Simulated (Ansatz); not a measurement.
Crystal: MnH2O2 (Pyrochroite).

```xyz
5
Lattice="3.2500 0.0000 0.0000 -1.6250 2.8146 0.0000 0.0000 0.0000 4.4800" Properties=species:S:1:pos:R:3 pbc="T T T"
Mn    0.0000    0.0000    0.0000
O     1.6250    0.9382    3.4675
O     0.0000    1.8764    1.0125
H     1.6250    0.9382    2.4819
H     0.0000    1.8764    1.9981
```

Base run:

```yaml
Program: Ansatz 0.2.0
Functional: HSE06
Potentials_or_basis: Ansatz PAW
Cutoff: 420 eV
Density_cutoff: 1680 eV
k_mesh: 6 × 6 × 4
Occupations: fermi-dirac, width 0.05 eV
Spin: collinear spin, ferromagnetic start
Starting_moments: "[4.0, 0.0, 0.0, 0.0, 0.0] μB"
```

Its results: band gap on the k mesh 2.51 eV, indirect (least direct gap 2.72 eV); net moment 5.00 μB per cell; site moments Mn +4.23; O +0.04; H +0.00 μB; largest force 2.021 eV/Å.

The run is repeated on the same cell with these changes: functional from HSE06 to PBEsol; k mesh from 6 × 6 × 4 to 8 × 8 × 5. What comes out?

Band gap on the k mesh 0.13 eV, indirect (least direct gap 0.29 eV); net moment 5.00 μB per cell; site moments Mn +4.10; O +0.05; H +0.01 μB; largest force 0.893 eV/Å.

Several settings changed at once, so the effect can't be laid on one alone.

Caveats: a cell with one magnetic atom can't hold antiferromagnetic order, which such compounds often take; the PAW data sets come from PBE, with cores solved anew for the run's functional, which leaves a small shift of forces and pressure; the magnetic or orbital state may not be the lowest (some runs); forces of over 1 eV/Å show positions far from the minimum, so gaps and moduli don't describe the material at rest (some runs).

Not every run made on this cell is shown here.
